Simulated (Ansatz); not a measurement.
## Residual resistivity of an alloy: W(100) with 4 layers of random W-Mo, 2x2

Aim: the residual resistivity of a random alloy, from W(100) with 4 layers of random W-Mo, 2x2 and longer regions.

Main program and level: Ansatz 0.2.0; Ansatz plane-wave DFT, PBE, PAW files; ballistic transport by layer matching (Landauer), zero bias; PAW set soft_1.

## (1) The starting structure

The cell holds 56 atoms: 52 W and 4 Mo. Cell: a = 6.330 Å, b = 6.330 Å, c = 22.154 Å, α = 90.0°, β = 90.0°, γ = 90.0°. It derives from W. Regions: lead, 40 atoms (40 W); scattering region, 16 atoms (4 Mo and 12 W). The structure is stacked along c, and the current runs across the ab planes.

## (2) With 4 alloy layers

In 4 layers a share of 0.25 of the sites is given to Mo at random. The layers about the cell's end stay perfect and serve as the lead. Disorder leaves little or no symmetry, which makes such runs dear. Energies from -0.05 to 0.05 eV in steps of 0.05 eV are too few for the program's thermal sum, so it prints no conductance; for a metal the transmission near the Fermi level serves, at a fraction of the cost.

File input.yaml:

```yaml
crystal:
  lattice:
    - [6.3296, 0.0, 0.0]
    - [0.0, 6.3296, 0.0]
    - [0.0, 0.0, 22.1536]
  atoms:
    - { symbol: W, position: [0.0, 0.0, 0.0357142857] }
    - { symbol: W, position: [0.0, 0.5, 0.0357142857] }
    - { symbol: W, position: [0.5, 0.0, 0.0357142857] }
    - { symbol: W, position: [0.5, 0.5, 0.0357142857] }
    - { symbol: W, position: [0.25, 0.25, 0.1071428571] }
    - { symbol: W, position: [0.25, 0.75, 0.1071428571] }
    - { symbol: W, position: [0.75, 0.25, 0.1071428571] }
    - { symbol: W, position: [0.75, 0.75, 0.1071428571] }
    - { symbol: W, position: [0.0, 0.0, 0.1785714286] }
    - { symbol: W, position: [0.0, 0.5, 0.1785714286] }
    - { symbol: W, position: [0.5, 0.0, 0.1785714286] }
    - { symbol: W, position: [0.5, 0.5, 0.1785714286] }
    - { symbol: W, position: [0.25, 0.25, 0.25] }
    - { symbol: W, position: [0.25, 0.75, 0.25] }
    - { symbol: W, position: [0.75, 0.25, 0.25] }
    - { symbol: W, position: [0.75, 0.75, 0.25] }
    - { symbol: W, position: [0.0, 0.0, 0.3214285714] }
    - { symbol: W, position: [0.0, 0.5, 0.3214285714] }
    - { symbol: W, position: [0.5, 0.0, 0.3214285714] }
    - { symbol: W, position: [0.5, 0.5, 0.3214285714] }
    - { symbol: Mo, position: [0.25, 0.25, 0.3928571429] }
    - { symbol: W, position: [0.25, 0.75, 0.3928571429] }
    - { symbol: W, position: [0.75, 0.25, 0.3928571429] }
    - { symbol: W, position: [0.75, 0.75, 0.3928571429] }
    - { symbol: W, position: [0.0, 0.0, 0.4642857143] }
    - { symbol: W, position: [0.0, 0.5, 0.4642857143] }
    - { symbol: Mo, position: [0.5, 0.0, 0.4642857143] }
    - { symbol: W, position: [0.5, 0.5, 0.4642857143] }
    - { symbol: W, position: [0.25, 0.25, 0.5357142857] }
    - { symbol: W, position: [0.25, 0.75, 0.5357142857] }
    - { symbol: W, position: [0.75, 0.25, 0.5357142857] }
    - { symbol: W, position: [0.75, 0.75, 0.5357142857] }
    - { symbol: Mo, position: [0.0, 0.0, 0.6071428571] }
    - { symbol: W, position: [0.0, 0.5, 0.6071428571] }
    - { symbol: W, position: [0.5, 0.0, 0.6071428571] }
    - { symbol: Mo, position: [0.5, 0.5, 0.6071428571] }
    - { symbol: W, position: [0.25, 0.25, 0.6785714286] }
    - { symbol: W, position: [0.25, 0.75, 0.6785714286] }
    - { symbol: W, position: [0.75, 0.25, 0.6785714286] }
    - { symbol: W, position: [0.75, 0.75, 0.6785714286] }
    - { symbol: W, position: [0.0, 0.0, 0.75] }
    - { symbol: W, position: [0.0, 0.5, 0.75] }
    - { symbol: W, position: [0.5, 0.0, 0.75] }
    - { symbol: W, position: [0.5, 0.5, 0.75] }
    - { symbol: W, position: [0.25, 0.25, 0.8214285714] }
    - { symbol: W, position: [0.25, 0.75, 0.8214285714] }
    - { symbol: W, position: [0.75, 0.25, 0.8214285714] }
    - { symbol: W, position: [0.75, 0.75, 0.8214285714] }
    - { symbol: W, position: [0.0, 0.0, 0.8928571429] }
    - { symbol: W, position: [0.0, 0.5, 0.8928571429] }
    - { symbol: W, position: [0.5, 0.0, 0.8928571429] }
    - { symbol: W, position: [0.5, 0.5, 0.8928571429] }
    - { symbol: W, position: [0.25, 0.25, 0.9642857143] }
    - { symbol: W, position: [0.25, 0.75, 0.9642857143] }
    - { symbol: W, position: [0.75, 0.25, 0.9642857143] }
    - { symbol: W, position: [0.75, 0.75, 0.9642857143] }
kpoints:
  mp_grid: { grid: [4, 4, 1] }
hamiltonian:
  xc: pbe
  pseudopotentials: { kind: paw, azcp: { folder: soft_1 } }
scf:
  occupations: { method: fermi_dirac, width: 0.1 }
output:
  transmission: { leads: [[0, 4]], kmesh: [8, 8], e_range: [-0.05, 0.05], de: 0.05 }
  write_potential: true
  write_density: true
  volumetric_format: npy
```

On the command line:

```bash
> ansatz run input.yaml --threads 4 --pin off --max-ram 15360MiB --backend cpu --events-out ev --progress --plain --runs-dir out
```

Numbers of over 12 decimals in the logs are rounded to 6 here.

The log of the run:

```text
Engine: ansatz 0.2.0, x86_64-unknown-linux-gnu
Pseudopotentials: kind: paw
Pseudopotential: W, paw, valence charge 14, recommended cutoff 420 eV (normal), soft_1/W.paw.azcp
Pseudopotential: Mo, paw, valence charge 14, recommended cutoff 420 eV (normal), soft_1/Mo.paw.azcp
Functional definition: PBE
  parameter kappa = 0.804
  parameter beta = 0.066725
  exchange = pbe_x(kappa = kappa, mu = beta*pi^2/3)
  correlation = pbe_c(beta = beta)
Crystal: 56 atoms, lattice volume = 887.558 Å³
Basis set: ecut = 420 eV, 17351 PW (Γ)
Bands: 471, of which v1, the nominal top of the filled ones, is band 392 counted from 1 (391 counted from 0)
Symmetry: 2 space group operations
Space group: Cm (ITA 8), of the structure as read, at distance tolerance 9.6e-5 Å
k-points: 7 of 16 (time reversal used)
Non-local potential: W, projectors of the file, l = 0: 3, l = 1: 2, l = 2: 2, l = 3: 1
Non-local potential: Mo, projectors of the file, l = 0: 3, l = 1: 2, l = 2: 2, l = 3: 1
PAW form: soft (Blöchl's): semilocal exchange-correlation on the pseudo side does not see the compensation charge
PAW one-centre angular grid: W, 590 points (default); XC on 64 Gauss nodes
PAW one-centre angular grid: Mo, 590 points (default); XC on 64 Gauss nodes
Initial density: superposition of atomic densities (chi_scale 0.1, normalization cell, long waves 46 % of neutral atoms (reshape's long-wave potential 1.46 eV rms, cloud 3.16 Å wide))
Initial wavefunctions: pseudopotential atomic-orbital guess
Functional: x = pbe(κ = 0.804, μ = 0.219515), c = pbe(β = 0.066725)
SCF iter   1: F=—  HF=-559914.185777 eV  |F-HF|=—  |Δ(HF+E_count)|=         —  Δρ=7.12e-2  dr2=7.23e2  ethr=3.10e-3  ⟨swp⟩=5.0  Hψ=12045  notcnv=0
preconditioner: auto → Kerker (q_TF=auto, 2.672 Å⁻¹)  [metal: Δε(μ)=0.029 eV  Ē_g=5.236 eV  σ=0.100 eV  W_gap=0.07  n_scr=294 (ndim 8)  ℏωp=22.8 eV  f_vac=0.000  D(μ)=27.68/eV (n_scr^D=204)]
SCF iter   2: F=—  HF=-559901.349793 eV  |F-HF|=—  |Δ(HF+E_count)|=    1.28e1  Δρ=4.41e-2  dr2=3.58e2  ethr=3.10e-3  ⟨swp⟩=3.0  Hψ=5652  notcnv=0  defer=5
SCF iter   3: F=—  HF=-559892.540843 eV  |F-HF|=—  |Δ(HF+E_count)|=    8.81e0  Δρ=7.46e-3  dr2=1.04e1  ethr=3.10e-3  ⟨swp⟩=3.0  Hψ=9011  notcnv=0  defer=3
SCF iter   4: F=—  HF=-559892.239301 eV  |F-HF|=—  |Δ(HF+E_count)|=   3.02e-1  Δρ=1.86e-3  dr2=2.27e-1  ethr=1.33e-3  ⟨swp⟩=2.0  Hψ=3791  notcnv=0
SCF iter   5: F=—  HF=-559892.233625 eV  |F-HF|=—  |Δ(HF+E_count)|=   5.68e-3  Δρ=5.80e-4  dr2=2.97e-2  ethr=2.89e-5  ⟨swp⟩=1.0  Hψ=3297  notcnv=0
SCF iter   6: F=—  HF=-559892.232726 eV  |F-HF|=—  |Δ(HF+E_count)|=   8.99e-4  Δρ=1.04e-4  dr2=1.68e-4  ethr=3.79e-6  ⟨swp⟩=1.0  Hψ=3297  notcnv=0
SCF iter   7: F=—  HF=-559892.232709 eV  |F-HF|=—  |Δ(HF+E_count)|=   1.71e-5  Δρ=1.91e-5  dr2=9.60e-6  ethr=2.15e-8  ⟨swp⟩=2.0  Hψ=4426  notcnv=0
SCF iter   8: F=—  HF=-559892.232083 eV  |F-HF|=—  |Δ(HF+E_count)|=   6.26e-4  Δρ=3.48e-6  dr2=5.73e-7  ethr=1.23e-9  ⟨swp⟩=2.0  Hψ=3919  notcnv=0
SCF iter   9: F=-559892.232083 eV  HF=-559892.232083 eV  |F-HF|=5.20e-8  |Δ(HF+E_count)|=   4.31e-8  Δρ=7.78e-7  dr2=5.47e-8  ethr=1.28e-11  ⟨swp⟩=6.0  Hψ=8060  notcnv=0
SCF 1 converged in 9 iterations: F = -559892.232083 eV  dr2 = 5.47e-8
  greatest PAW one-centre occupation: 0.999 electrons in one spin orbital (limit 2), on the W atom at site 31 (counted from 0), in its partial waves of l = 0
transmission: 69 of 651 steps passed
transmission: 135 of 651 steps passed
[...]
transmission: 651 of 651 steps passed
SCF converged after 9 iterations
Free energy (F): -559892.232083 eV
Harris-Foulkes:  -559892.232083 eV  (|F-HF|=5.20e-8)
Internal energy: -559891.214338 eV  (E = F + TS)
E sigma→0 (E₀):  -559891.723210 eV
Entropy (-TS):   -1.017745 eV (-18.174 meV/atom)
Fermi energy:    22.362105 eV
--- Per-component energies (eV) ---
  E_band       = -4617.676814
  E_kinetic    = 23619.272885
  E_local      = -31259.330859  (includes V_loc(G=0)·N_el)
  E_nonlocal   = -733.817847
  E_hartree    = 12879.766854
  E_xc         = -14629.523805
  E_vxc        = -12914.016671  (∫ρ·V_xc dr)
  E_paw        = -458895.702065  (= ΣΔE_a)
  E_vpaw       = -9089.324603  (= ΣTr[D̂ρ^β])
  E_aug_tail   = 0.007859  (compensation charges beyond the density's cutoff)
  E_ewald      = -90871.887360
  E_smearing   = -1.017745  (= −TS)
  E_closure    = -0.000000  (closes the sum)
  Σ components = -559892.232083   (vs F -559892.232083, Δ=0.00e0)
--- Band table (eV; the first three rows and the last of 7) ---
  k-point 0: bands = [... 388 lower, 22.2873, 22.3007, 22.3225, 22.3295, 22.4317, 22.4385, 22.4515, 22.4580, ... 75 higher]
  k-point 1: bands = [... 388 lower, 22.1303, 22.1379, 22.2533, 22.2663, 22.3230, 22.3406, 22.4363, 22.4621, ... 75 higher]
  k-point 2: bands = [... 388 lower, 22.3244, 22.3482, 22.3615, 22.3812, 22.5905, 22.6141, 22.7161, 22.7303, ... 75 higher]
  k-point 6: bands = [... 388 lower, 21.5924, 21.6071, 21.6076, 21.6224, 22.4171, 22.4450, 22.4471, 22.4730, ... 75 higher]
--- Transmission ---
  basis      : 349 plane waves across, 31 finite elements along
  points     : 21, standing for a mesh of 8 x 8
  energies   : 3 from -0.050000 to 0.050000 eV about the Fermi level, 0.050000 eV apart; the leads are filled to 0.000000 eV, and channels, transmission and decay are at 0.000000 eV
  crystal 0  : W4, at the sites [0, 4], period 1.5824 Å, over 15.82 Å; its Hamiltonian steps by up to 2.7 meV
    offset         : up to 0.0000 Å between an atom of the period and one for which it stands
    channels       : 5.781250e0 a spin
    conductance    : none, the energies end too early or step too widely for 300 K: set another output.transmission.e_range or a lower de, or, where they end at an eighth of basis.ecutwfc, a higher one
    slowest decay  : 0.0283 /Å at (0.5000, 0.5000)
  junction   : crystal 0 to crystal 0, 0.70 to 21.27 Å
    transmission   : 5.442455e0 a spin
    conductance    : none, the energies end too early or step too widely for 300 K: set another output.transmission.e_range or a lower de, or, where they end at an eighth of basis.ecutwfc, a higher one
```

Run time: 5.9 min. Hardware: 4 threads of Intel Xeon Platinum 8488C (Sapphire Rapids), shared host; peak memory 7.6 GiB; 21 min of CPU time.

Reading the cycles: dr2 is the Hartree energy of the density residual (eV), the measure of convergence; HF is the Harris–Foulkes estimate of the energy, which meets the free energy F at convergence.

This step gave:

```yaml
free_energy: -559892.2321 eV
energy_at_zero_smearing: -559891.7232 eV
fermi_energy: 22.36 eV
cell_area: 40.06 Å²
transmission_per_spin_nearest_the_fermi_level: 5.442
open_channels_per_spin_nearest_the_fermi_level: 5.781
step_of_the_lead_s_potential: 2.7 meV
```

Per spin. Table of transmission, zone mean by energy, zero at the Fermi level:

```tsv
energy (eV)	transmission, zone mean
-0.0500	5.08
0.0000	5.44
0.0500	5.24
```

Per spin. The open channels, zone mean, lead by energy, zero at the Fermi level:

```tsv
energy (eV)	open channels, zone mean, lead
-0.0500	5.28
0.0000	5.78
0.0500	5.53
```

Transmission over k1 and k2. At 0.0000 eV from the Fermi level.

Ten even steps from '0' (0.0) to '9' (13.7):
```
10224220
12246422
22489842
54699964
22489842
12246422
10224220
01125211
```
Columns: k1 (b1) from -0.5 to 0.375; rows upwards: k2 (b2) from -0.5 to 0.375.

Open channels over k1 and k2. At 0.0000 eV from the Fermi level.

Values, 8 rows by 8 columns:
```
 2.0  1.0  3.0  4.0  7.0  4.0  3.0  1.0
 2.0  3.0  4.0  7.0 10.0  7.0  4.0  3.0
 4.0  4.0  7.0 13.0 14.0 13.0  7.0  4.0
 8.0  7.0 10.0 14.0 14.0 14.0 10.0  7.0
 4.0  4.0  7.0 13.0 14.0 13.0  7.0  4.0
 2.0  3.0  4.0  7.0 10.0  7.0  4.0  3.0
 2.0  1.0  3.0  4.0  7.0  4.0  3.0  1.0
 0.0  2.0  2.0  4.0  8.0  4.0  2.0  2.0
```
Columns: k1 (b1) from -0.5 to 0.375; rows upwards: k2 (b2) from -0.5 to 0.375.

Over the solved energies the transmission per spin lies between 5.08 and 5.44, out of 5.53 channels of the lead on average (up to 5.78).

## (3) With 8 alloy layers

In 8 layers a share of 0.25 of the sites is given to Mo at random. A fresh draw is used; the growth of the resistance with length is what counts.

System of this step: W(100) with 8 layers of random W-Mo, 2x2. The cell holds 72 atoms: 64 W and 8 Mo. Its edges and angles: a = 6.330 Å, b = 6.330 Å, c = 28.483 Å, α = 90.0°, β = 90.0°, γ = 90.0°. It derives from W. Regions: lead, 40 atoms (40 W); scattering region, 32 atoms (24 W and 8 Mo). The structure is stacked along c, and the current runs across the ab planes.

File input.yaml:

```yaml
crystal:
  lattice:
    - [6.3296, 0.0, 0.0]
    - [0.0, 6.3296, 0.0]
    - [0.0, 0.0, 28.4832]
  atoms:
    - { symbol: W, position: [0.0, 0.0, 0.0277777778] }
    - { symbol: W, position: [0.0, 0.5, 0.0277777778] }
    - { symbol: W, position: [0.5, 0.0, 0.0277777778] }
    - { symbol: W, position: [0.5, 0.5, 0.0277777778] }
    - { symbol: W, position: [0.25, 0.25, 0.0833333333] }
    - { symbol: W, position: [0.25, 0.75, 0.0833333333] }
    - { symbol: W, position: [0.75, 0.25, 0.0833333333] }
    - { symbol: W, position: [0.75, 0.75, 0.0833333333] }
    - { symbol: W, position: [0.0, 0.0, 0.1388888889] }
    - { symbol: W, position: [0.0, 0.5, 0.1388888889] }
    - { symbol: W, position: [0.5, 0.0, 0.1388888889] }
    - { symbol: W, position: [0.5, 0.5, 0.1388888889] }
    - { symbol: W, position: [0.25, 0.25, 0.1944444444] }
    - { symbol: W, position: [0.25, 0.75, 0.1944444444] }
    - { symbol: W, position: [0.75, 0.25, 0.1944444444] }
    - { symbol: W, position: [0.75, 0.75, 0.1944444444] }
    - { symbol: W, position: [0.0, 0.0, 0.25] }
    - { symbol: W, position: [0.0, 0.5, 0.25] }
    - { symbol: W, position: [0.5, 0.0, 0.25] }
    - { symbol: W, position: [0.5, 0.5, 0.25] }
    - { symbol: W, position: [0.25, 0.25, 0.3055555556] }
    - { symbol: W, position: [0.25, 0.75, 0.3055555556] }
    - { symbol: W, position: [0.75, 0.25, 0.3055555556] }
    - { symbol: W, position: [0.75, 0.75, 0.3055555556] }
    - { symbol: W, position: [0.0, 0.0, 0.3611111111] }
    - { symbol: W, position: [0.0, 0.5, 0.3611111111] }
    - { symbol: W, position: [0.5, 0.0, 0.3611111111] }
    - { symbol: W, position: [0.5, 0.5, 0.3611111111] }
    - { symbol: W, position: [0.25, 0.25, 0.4166666667] }
    - { symbol: Mo, position: [0.25, 0.75, 0.4166666667] }
    - { symbol: W, position: [0.75, 0.25, 0.4166666667] }
    - { symbol: W, position: [0.75, 0.75, 0.4166666667] }
    - { symbol: Mo, position: [0.0, 0.0, 0.4722222222] }
    - { symbol: W, position: [0.0, 0.5, 0.4722222222] }
    - { symbol: W, position: [0.5, 0.0, 0.4722222222] }
    - { symbol: Mo, position: [0.5, 0.5, 0.4722222222] }
    - { symbol: Mo, position: [0.25, 0.25, 0.5277777778] }
    - { symbol: W, position: [0.25, 0.75, 0.5277777778] }
    - { symbol: W, position: [0.75, 0.25, 0.5277777778] }
    - { symbol: W, position: [0.75, 0.75, 0.5277777778] }
    - { symbol: W, position: [0.0, 0.0, 0.5833333333] }
    - { symbol: W, position: [0.0, 0.5, 0.5833333333] }
    - { symbol: W, position: [0.5, 0.0, 0.5833333333] }
    - { symbol: W, position: [0.5, 0.5, 0.5833333333] }
    - { symbol: W, position: [0.25, 0.25, 0.6388888889] }
    - { symbol: Mo, position: [0.25, 0.75, 0.6388888889] }
    - { symbol: W, position: [0.75, 0.25, 0.6388888889] }
    - { symbol: W, position: [0.75, 0.75, 0.6388888889] }
    - { symbol: Mo, position: [0.0, 0.0, 0.6944444444] }
    - { symbol: W, position: [0.0, 0.5, 0.6944444444] }
    - { symbol: Mo, position: [0.5, 0.0, 0.6944444444] }
    - { symbol: Mo, position: [0.5, 0.5, 0.6944444444] }
    - { symbol: W, position: [0.25, 0.25, 0.75] }
    - { symbol: W, position: [0.25, 0.75, 0.75] }
    - { symbol: W, position: [0.75, 0.25, 0.75] }
    - { symbol: W, position: [0.75, 0.75, 0.75] }
    - { symbol: W, position: [0.0, 0.0, 0.8055555556] }
    - { symbol: W, position: [0.0, 0.5, 0.8055555556] }
    - { symbol: W, position: [0.5, 0.0, 0.8055555556] }
    - { symbol: W, position: [0.5, 0.5, 0.8055555556] }
    - { symbol: W, position: [0.25, 0.25, 0.8611111111] }
    - { symbol: W, position: [0.25, 0.75, 0.8611111111] }
    - { symbol: W, position: [0.75, 0.25, 0.8611111111] }
    - { symbol: W, position: [0.75, 0.75, 0.8611111111] }
    - { symbol: W, position: [0.0, 0.0, 0.9166666667] }
    - { symbol: W, position: [0.0, 0.5, 0.9166666667] }
    - { symbol: W, position: [0.5, 0.0, 0.9166666667] }
    - { symbol: W, position: [0.5, 0.5, 0.9166666667] }
    - { symbol: W, position: [0.25, 0.25, 0.9722222222] }
    - { symbol: W, position: [0.25, 0.75, 0.9722222222] }
    - { symbol: W, position: [0.75, 0.25, 0.9722222222] }
    - { symbol: W, position: [0.75, 0.75, 0.9722222222] }
kpoints:
  mp_grid: { grid: [4, 4, 1] }
hamiltonian:
  xc: pbe
  pseudopotentials: { kind: paw, azcp: { folder: soft_1 } }
scf:
  occupations: { method: fermi_dirac, width: 0.1 }
output:
  transmission: { leads: [[0, 4]], kmesh: [8, 8], e_range: [-0.05, 0.05], de: 0.05 }
  write_potential: true
  write_density: true
  volumetric_format: npy
```

The log of the run:

```text
[...]
Crystal: 72 atoms, lattice volume = 1141.146 Å³
Basis set: ecut = 420 eV, 22299 PW (Γ)
Bands: 605, of which v1, the nominal top of the filled ones, is band 504 counted from 1 (503 counted from 0)
Symmetry: 1 space group operations
[...]
k-points: 10 of 16 (time reversal used)
[...]
SCF iter   1: F=—  HF=-704365.166368 eV  |F-HF|=—  |Δ(HF+E_count)|=         —  Δρ=6.96e-2  dr2=5.51e1  ethr=3.10e-3  ⟨swp⟩=5.1  Hψ=21801  notcnv=0
[...]
SCF iter   9: F=-704347.660544 eV  HF=-704347.660544 eV  |F-HF|=3.73e-8  |Δ(HF+E_count)|=   8.34e-8  Δρ=7.69e-7  dr2=4.15e-8  ethr=9.92e-12  ⟨swp⟩=7.7  Hψ=14190  notcnv=0
SCF 1 converged in 9 iterations: F = -704347.660544 eV  dr2 = 4.15e-8
[...]
transmission: 147 of 1394 steps passed
transmission: 279 of 1394 steps passed
[...]
transmission: 1394 of 1394 steps passed
SCF converged after 9 iterations
Free energy (F): -704347.660544 eV
[...]
Internal energy: -704346.366968 eV  (E = F + TS)
E sigma→0 (E₀):  -704347.013756 eV
Entropy (-TS):   -1.293576 eV (-17.966 meV/atom)
Fermi energy:    22.238754 eV
[...]
--- Band table (eV; the first three rows and the last of 10) ---
  k-point 0: bands = [... 500 lower, 22.1511, 22.1596, 22.1633, 22.1651, 22.1687, 22.1737, 22.1859, 22.1895, ... 97 higher]
  k-point 1: bands = [... 500 lower, 22.1292, 22.1434, 22.1836, 22.1917, 22.2211, 22.2491, 22.2674, 22.2888, ... 97 higher]
  k-point 2: bands = [... 500 lower, 22.3115, 22.3282, 22.3336, 22.3487, 22.3593, 22.3658, 22.3727, 22.3813, ... 97 higher]
  k-point 9: bands = [... 500 lower, 21.5190, 21.5301, 21.5520, 21.5637, 22.3546, 22.3771, 22.4030, 22.4227, ... 97 higher]
--- Transmission ---
  basis      : 349 plane waves across, 41 finite elements along
  points     : 34, standing for a mesh of 8 x 8
[...]
channels       : 5.031250e0 a spin
[...]
slowest decay  : 0.0390 /Å at (0.5000, 0.5000)
  junction   : crystal 0 to crystal 0, 2.28 to 29.18 Å
    transmission   : 4.785441e0 a spin
[...]
```

The job ended after 17 min (4 threads; peak memory 8 GiB; 57 min of CPU time).

Numbers from this step:

```
free energy                                    : -704347.6605 eV
energy at zero smearing                        : -704347.0138 eV
Fermi energy                                   : 22.24 eV
transmission per spin nearest the Fermi level  : 4.785
open channels per spin nearest the Fermi level : 5.031
step of the lead's potential                   : 1.1 meV
```

Per spin. Transmission, zone mean against energy, zero at the Fermi level:

```tsv
energy (eV)	transmission, zone mean
-0.0500	4.51
0.0000	4.79
0.0500	5.18
```

Over the solved energies the transmission per spin lies between 4.51 and 5.18, out of 5.11 channels of the lead on average (up to 5.66).

[end of part 1 of 2]

[Logs are printed without paths, hosts, clocks, repeated set-up lines and the standing remarks that a program may print on its own settings, such as how far it seeks lower states.]

[Hosts, paths, dates, database ids (printed as entryN), source tags and the programs' standing remarks are cut or masked in the printed files.]
